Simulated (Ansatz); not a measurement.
Trial inputs on KZnF3

The reference input for Ansatz (plane-wave DFT with PAW):

```yaml
crystal:
  lattice:
    - [4.04741679, 0.0, 0.0]
    - [0.0, 4.04741679, 0.0]
    - [0.0, 0.0, 4.04741679]
  atoms:
    - { symbol: K, position: [0.0, 0.0, 0.0] }
    - { symbol: Zn, position: [0.5, 0.5, 0.5] }
    - { symbol: F, position: [0.0, 0.5, 0.5] }
    - { symbol: F, position: [0.5, 0.0, 0.5] }
    - { symbol: F, position: [0.5, 0.5, 0.0] }
basis:
  ecutwfc: 420
kpoints:
  mp_grid: { grid: [4, 4, 4] }
hamiltonian:
  xc: pbe
scf:
  occupations: { method: gaussian, width: 0.1 }
output:
  forces: true
  stress: true
  eigenvalues: true
```

Command:

```bash
ansatz run input.yaml --threads 1 --pin off --max-ram 1331MiB --backend cpu --events-out ev --progress --plain --runs-dir out
```

The run converges in 6 SCF iterations on 10 irreducible k-points: pressure 4.72 GPa, gap on the sampled k-points 3.87 eV.

These settings were drawn at random to show what each does; none of the numbers is a converged property of the crystal. Each trial's input is given as a difference from the reference's; energies are extrapolated to zero smearing where there is one, and pressure is positive in compression. Charged cells sit in a uniform background, and their pressures hang on that convention.

Trial 1:

```diff
 crystal:
   lattice:
-    - [4.04741679, 0.0, 0.0]
-    - [0.0, 4.04741679, 0.0]
-    - [0.0, 0.0, 4.04741679]
+    - [3.680588028, 0.0, 0.0]
+    - [0.0, 3.680588028, 0.0]
+    - [0.0, 0.0, 3.680588028]
+total_charge: 42
 scf:
+  max_iter: 71
```

The program refuses the input:

```text
Error: inconsistent input (total_charge): 42 leaves 0.000 electrons of the 42 valence electrons — a charged cell must keep at least one electron
```

Next try, with these keys changed back:

```diff
-total_charge: 42
```

The run converges in 7 SCF iterations on 10 irreducible k-points: energy 484 meV per atom above the reference, pressure 53.59 GPa, gap on the sampled k-points 4.77 eV.

Trial 2:

```diff
 hamiltonian:
+  hubbard: { sites: [{ species: Zn, l: d, u_eff: 1.0 }] }
```

The run converges in 9 SCF iterations on 10 irreducible k-points: pressure 4.75 GPa, gap on the sampled k-points 4.05 eV. Under a U the state reached may not be the lowest.

Trial 3 (volume scaled):

```diff
 crystal:
   lattice:
-    - [4.04741679, 0.0, 0.0]
-    - [0.0, 4.04741679, 0.0]
-    - [0.0, 0.0, 4.04741679]
+    - [4.2157101501, 0.0, 0.0]
+    - [0.0, 4.2157101501, 0.0]
+    - [0.0, 0.0, 4.2157101501]
 hamiltonian:
-  xc: pbe
+  xc: lda
 scf:
-  occupations: { method: gaussian, width: 0.1 }
+  occupations: { method: cold }
```

The run converges in 7 SCF iterations on 10 irreducible k-points: pressure -11.16 GPa, gap on the sampled k-points 3.31 eV.

Trial 4:

```diff
 basis:
-  ecutwfc: 420
+  ecutwfc: "12 Ha"
+  ecutrho_ratio: 10
 hamiltonian:
+  dispersion: none
 scf:
+  eigensolver: { kind: davidson }
+  max_iter: 64
+accuracy: low
```

The run converges in 7 SCF iterations on 10 irreducible k-points: pressure 4.52 GPa, gap on the sampled k-points 3.89 eV. It warns that the cutoff lies under the recommended one, 420 eV for these potentials.

Trial 5:

```diff
 scf:
+  max_iter: 30
+  convergence: { dr2_threshold: "1e-9 eV" }
+relax:
+  adjacent_minimum: "off"
+  f_tol: 0
```

The program refuses the input:

```text
Error: invalid value for `relax.f_tol`: must be finite and > 0; got 0 eV/Å
```

Next try, with these keys changed back:

```diff
-relax:
-  adjacent_minimum: "off"
-  f_tol: 0
```

The run converges in 8 SCF iterations on 10 irreducible k-points: the reference's energy to 0.01 meV per atom, pressure 4.72 GPa, gap on the sampled k-points 3.87 eV. It warns that the SCF threshold is loose for the stress.

Trial 6:

```diff
 kpoints:
-  mp_grid: { grid: [4, 4, 4] }
+  mp_grid: { grid: [2, 2, 2], shift: [0.25, 0.25, 0.25] }
 hamiltonian:
-  xc: pbe
+  xc: pbesol
 scf:
+  max_iter: 60
+accuracy: medium
+md:
+  n_steps: 4
+  timestep: 1.0
+  ensemble: nvt_langevin
```

The program refuses the input:

```text
Error: invalid value for `md.temperature`: is required — the nvt_* ensembles, npt_langevin and the maxwell_boltzmann velocity draw need a target temperature in K
```

Next try, with these keys changed back:

```diff
-md:
-  n_steps: 4
-  timestep: 1.0
-  ensemble: nvt_langevin
```

The run converges in 7 SCF iterations on 4 irreducible k-points: pressure 0.29 GPa, gap on the sampled k-points 4.90 eV. It warns that the mesh lowers the symmetry.